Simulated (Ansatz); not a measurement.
# W (Tungsten): the cost of one run

Computed with Ansatz 0.2.0 (DFT PBE+D3(BJ), scalar-relativistic, plane waves, PAW, unless a step's input says otherwise).

1 further run of the same task is left out (set aside as unsound or not needed).

## Step 1: The starting structure

It takes space group Im-3m (No. 229, cubic). Conventional cell: a = 3.159 Å, b = 3.159 Å, c = 3.159 Å, α = 90.00°, β = 90.00°, γ = 90.00°. Around W (site symmetry m-3m) lie 8 W at 2.74 Å.

Structure file:

```
W
1.0
    -1.57974    1.57974    1.57974
     1.57974   -1.57974    1.57974
     1.57974    1.57974   -1.57974
W
1
Direct
  0.00000 0.00000 0.00000
```

It is the result of an earlier relaxation at this level (volume 15.77 Å³/atom; gap on the mesh: none (metal)).

## Step 2: The slab

Planes are indexed in the bulk's conventional cell (Im-3m (No. 229)), a = 3.159 Å, b = 3.159 Å, c = 3.159 Å, α = 90.00°, β = 90.00°, γ = 90.00°.

A (110) slab, 6.7 Å thick as cut, with 17 Å of vacuum, in a 2×1 surface cell; its outer planes are W (top) and W (bottom).

The slab as cut. Layers, bottom to top:

| plane | atoms per cell | height over the lowest (Å) |
| --- | --- | --- |
| 1 | W2 | 0.00 |
| 2 | W2 | 2.23 |
| 3 | W2 | 4.47 |
| 4 | W2 | 6.70 |

## Step 3: The clean surface, relaxed

input.yaml

```yaml
crystal:
  lattice:
    - [5.4723966486, 0.0, 0.0]
    - [-0.9120661081, 2.5797125197, 0.0]
    - [0.0, 0.0, 23.7022897296]
  atoms:
    - { symbol: W, position: [0.25, 0.5, 0.3586151421] }
    - { symbol: W, position: [0.75, 0.5, 0.3586151421] }
    - { symbol: W, position: [0.5, 0.0, 0.452871714] }
    - { symbol: W, position: [0.0, 0.0, 0.452871714] }
    - { symbol: W, position: [0.75, 0.5, 0.547128286] }
    - { symbol: W, position: [0.25, 0.5, 0.547128286] }
    - { symbol: W, position: [0.0, 0.0, 0.6413848579] }
    - { symbol: W, position: [0.5, 0.0, 0.6413848579] }
basis:
  ecutwfc: 420
kpoints:
  mp_grid: { grid: [6, 11, 1] }
hamiltonian:
  xc: pbe
  dispersion: d3bj
scf:
  occupations: { method: gaussian, width: 0.1 }
output:
  forces: true
  eigenvalues: true
  write_density: true
  write_potential: true
  elf: true
  volumetric_format: npy
relax:
  adjacent_minimum: "off"
  f_tol: 0.03
  max_steps: 70
  constraints: [{ sites: [0, 1, 2, 3] }]
efield:
  axis: 3
  dipole_correction: true
```

On the command line:

```sh
ansatz run input.yaml --threads 2 --pin off --max-ram 5120MiB --backend cpu --events-out ev --progress --plain --runs-dir out
```

**Question.** How long does this run take on 2 threads of Arm Neoverse V1, shared host, and how much memory does it need?

About 4.2 min, with a peak of 0.91 GiB.
